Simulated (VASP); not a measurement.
A run of VASP 6.6.1:

File INCAR:

```
PREC = Accurate ; ENCUT = 750
EDIFF = 1E-8 ; ISMEAR = 0
SIGMA = 0.02 ; LREAL = False
LASPH = True ; NELM = 100
ALGO = Normal ; ISIF = 2
LWAVE = False ; LCHARG = False
MAGMOM = 0 0 0 0 0 0 ; LORBIT = 11
LSORBIT = True ; GGA_COMPAT = False
GGA = PE ; NBANDS = 34
```

Contents of KPOINTS:

```
Automatic mesh
0
Gamma
  9 9 9
```

The input POSCAR:

```
GaSb
1.0
    0.0000000000      3.0590000000      3.0590000000
    3.0590000000      0.0000000000      3.0590000000
    3.0590000000      3.0590000000      0.0000000000
Sb Ga
1 1
Direct
    0.7500000000      0.7500000000      0.7500000000
    0.0000000000      0.0000000000      0.0000000000
```

Potentials or basis: VASP PAW PBE potentials, release 64 (Sb, Ga_d).

Launch:

```console
$ cat potpaw_PBE.64/Sb/POTCAR potpaw_PBE.64/Ga_d/POTCAR > POTCAR
$ mpirun -np 1 vasp_ncl > vasp.out
```

Hardware: 1 thread of Intel(R) Xeon(R) 6975P-C (Granite Rapids) (shared host).

Q: How long does it take, and how much memory?

A: Wall time 4.7 min on 1 thread of Intel(R) Xeon(R) 6975P-C (Granite Rapids), with other jobs on the host, peak memory 0.64 GiB. Counts: scf iterations 17, k points 55.
